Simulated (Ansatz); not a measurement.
**NbSi2 in Ansatz, settings compared**

The input file (Ansatz 0.2.0, plane waves):

```yaml
crystal:
  lattice:
    - [4.77868171, 0.0, 0.0]
    - [-2.38934085, 4.13846395, 0.0]
    - [0.0, 0.0, 6.56794613]
  atoms:
    - { symbol: Si, position: [0.167, 0.334, 0.0] }
    - { symbol: Si, position: [0.833, 0.167, 0.66667] }
    - { symbol: Si, position: [0.666, 0.833, 0.33333] }
    - { symbol: Si, position: [0.833, 0.666, 0.0] }
    - { symbol: Si, position: [0.167, 0.833, 0.66667] }
    - { symbol: Si, position: [0.334, 0.167, 0.33333] }
    - { symbol: Nb, position: [0.5, 0.0, 0.0] }
    - { symbol: Nb, position: [0.5, 0.5, 0.66667] }
    - { symbol: Nb, position: [0.0, 0.5, 0.33333] }
  symmetry: { tolerance: 0.0003 }
kpoints:
  mp_grid: { grid: [4, 4, 3], shift: [0, 0, 0] }
magnetization:
  spin_polarized: false
scf:
  occupations: { method: fermi_dirac, width: 0.1291 }
hamiltonian:
  pseudopotentials: { kind: paw }
  xc: pbe
basis:
  ecutwfc: 420
output:
  forces: true
  stress: true
  eigenvalues: true
  write_density: true
  write_potential: true
  elf: true
  volumetric_format: npy
```

The command:

```bash
ansatz run input.yaml --threads 1 --pin off --max-ram 2560MiB --backend cpu --events-out ev --progress --plain --runs-dir out
```

Origin of the cell: a database entry, scaled a little.

Output of this run (shortened):

```
Warning: the atoms were moved onto the symmetric positions of the space group found under crystal.symmetry.tolerance 3.0e-4 (fractional; no operation is sought that the atoms, as they stand i […]
band count auto-derived: 42 (N_el = 63.0; filled up to band 32; 41 by the electrons, moments and atoms)
Pseudopotentials: kind: paw
Pseudopotential: Si, paw, valence charge 4, recommended cutoff 420 eV (normal), Si.paw.azcp
Pseudopotential: Nb, paw, valence charge 13, recommended cutoff 420 eV (normal), Nb.paw.azcp
Functional definition: PBE
  exchange = pbe_x(kappa = kappa, mu = beta*pi^2/3)
  correlation = pbe_c(beta = beta)
Crystal: 9 atoms, lattice volume = 129.890 Å³
Basis set: ecut = 420 eV, 2523 PW (Γ), exchange–correlation on 64×64×90 points (8 copies of the dense FFT grid, shifted against one another)
Bands: 42, of which v1, the nominal top of the filled ones, is band 32 counted from 1 (31 counted from 0)
Symmetry: 12 space group operations
[… 6 lines left out …]
Initial density: superposition of atomic densities (neutral atoms: chi_scale 0, normalization atom), corrected by the library's trained network
Functional: x = pbe(κ = 0.804, μ = 0.219515), c = pbe(β = 0.066725)
SCF iter   1: F=—  HF=-17476.647497 eV  Δρ=4.19e-3  dr2=1.66e-2
SCF iter   2: F=—  HF=-17476.647292 eV  Δρ=2.38e-3  dr2=5.08e-3
SCF iter   3: F=—  HF=-17476.647575 eV  Δρ=3.67e-4  dr2=2.18e-4
SCF iter   4: F=—  HF=-17476.647544 eV  Δρ=1.04e-4  dr2=1.45e-5
SCF iter   5: F=—  HF=-17476.647507 eV  Δρ=1.72e-5  dr2=3.19e-7
SCF iter   6: F=-17476.647507 eV  HF=-17476.647507 eV  Δρ=2.51e-6  dr2=7.34e-9
SCF 1 converged in 6 iterations: F = -17476.647507 eV  dr2 = 7.34e-9
SCF converged after 6 iterations
Free energy (F): -17476.647507 eV
Harris-Foulkes:  -17476.647507 eV  (|F-HF|=2.58e-9)
Internal energy: -17476.443457 eV  (E = F + TS)
E sigma→0 (E₀):  -17476.545482 eV
Entropy (-TS):   -0.204051 eV (-22.672 meV/atom)
Fermi energy:    14.733384 eV
--- Per-component energies (eV) ---
  E_band       = -132.839983
  E_kinetic    = 1447.770492
  E_local      = -2792.538835  (includes V_loc(G=0)·N_el)
  E_nonlocal   = 509.587964
  E_hartree    = 987.339727
  E_xc         = -870.058289
  E_vxc        = -936.173086  (∫ρ·V_xc dr)
  E_paw        = -12295.824484  (= ΣΔE_a)
  E_vpaw       = -336.169026  (= ΣTr[D̂ρ^β])
  E_aug_tail   = 0.000060  (compensation charges beyond the density's cutoff)
  E_ewald      = -4462.720093
  E_smearing   = -0.204051  (= −TS)
  Σ components = -17476.647507   (vs F -17476.647507, Δ=0.00e0)
--- Forces (eV/Å), atoms counted from 1 ---
  atom   1  Si    -0.000000    -0.719131     0.000000
  atom   2  Si     0.622786    -0.359566     0.000000
  atom   3  Si     0.622786     0.359566     0.000000
  atom   4  Si     0.000000     0.719131    -0.000000
  atom   5  Si    -0.622786     0.359566    -0.000000
  atom   6  Si    -0.622786    -0.359566    -0.000000
  atom   7  Nb     0.000000     0.000000     0.000000
  atom   8  Nb     0.000000    -0.000000     0.000000
  atom   9  Nb    -0.000000     0.000000     0.000000
  max |Σ_I F_I| component: 2.74e-16 eV/Å
--- Stress (GPa, compression-positive) ---
        3.283688      -0.000000       0.000000
        0.000000       3.283688      -0.000000
        0.000000       0.000000       6.625429
  P = ⅓ Tr σ = 4.3976 GPa (43.976 kbar)
```

The same input was run again with these changes:

1. `total_charge` default → 1; `kpoints.mp_grid.shift` [0, 0, 0] → [0.5, 0.5, 0.5]; `hamiltonian.pseudopotentials` { kind: paw } → { kind: nc }
2. `hamiltonian.hubbard` default → { sites: [{ species: Nb, l: d, u_eff: 6.0 }], double_counting: amf }; `scf.lower_state_search` default → light; `scf.n_extra_bands` default → 8
3. `basis.ecutwfc` 420 → "400 eV"; `scf.lower_state_search` default → light
4. `accuracy` default → high; `basis.ecutwfc` 420 → "800 eV"

```json
{"run": "base", "end": "converged", "SCF iterations": "6", "P (GPa)": "4.40", "max force component (eV/Å)": "0.719", "moment (μB)": "–", "ΔE(σ→0) (meV/atom)": "0"}
{"run": "1", "end": "converged", "SCF iterations": "8", "P (GPa)": "–", "max force component (eV/Å)": "0.609", "moment (μB)": "–", "ΔE(σ→0) (meV/atom)": "–"}
{"run": "2", "end": "converged", "SCF iterations": "9", "P (GPa)": "4.51", "max force component (eV/Å)": "0.790", "moment (μB)": "–", "ΔE(σ→0) (meV/atom)": "–"}
{"run": "3", "end": "converged", "SCF iterations": "6", "P (GPa)": "4.40", "max force component (eV/Å)": "0.719", "moment (μB)": "–", "ΔE(σ→0) (meV/atom)": "0.30"}
{"run": "4", "end": "converged", "SCF iterations": "8", "P (GPa)": "4.39", "max force component (eV/Å)": "0.719", "moment (μB)": "–", "ΔE(σ→0) (meV/atom)": "-0.43"}
```

Energies are compared only where functional, datasets, charge and starting cell are the same.

Caveats of the base run: no moments, though an odd count or open d shells may carry them; the k mesh is coarse if the cell is a metal.

Run 1: charged cell with a uniform background, whose pressure depends on convention; the cutoff lies below the datasets' advice; the k mesh keeps only part of the crystal's symmetry.
Run 3: the cutoff lies below the datasets' advice.

The base run took 5.3 s on 1 thread of Arm Neoverse V1 (shared host), peak memory 0.33 GiB, from the program's own first density.
